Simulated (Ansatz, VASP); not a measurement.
# KI in VASP and in Ansatz

```
K I
1.0
     0.00000    3.58818    3.58818
     3.58818    0.00000    3.58818
     3.58818    3.58818    0.00000
K I
1 1
Direct
  0.00000 0.00000 0.00000
  0.50000 0.50000 0.50000
```

Alike in both runs: functional PBE; k mesh 6 × 6 × 6; occupations gaussian, width 0.02 eV; no spin polarisation.

Ansatz relaxed the structure, and its values are those at the end. VASP's run is a single point on that final structure, the one shown.

```csv
,VASP,Ansatz
version,VASP 6.6.1,Ansatz 0.2.0
potentials or method,"VASP PAW PBE potentials, release 64 (K_sv, I)","scalar-relativistic, plane waves, PAW"
plane-wave cutoff (eV),520,420
valence electrons in the cell,16,26
```

```csv
,VASP,Ansatz,Ansatz less VASP
gap on the k mesh at the Fermi level (eV),3.86,3.86,+0.004
least direct gap on the mesh (eV),3.86,3.86,+0.004
pressure (GPa),0.1,0.0,-0.03
```

With one functional, cell and mesh, what is left measures potentials, basis and numerics. The two sets of potentials don't hold the same shells in valence.

Caveats: spin-orbit coupling is left out, which moves the levels of the heavy elements. A hybrid or GW would open this gap; PBE tends to underestimate it.
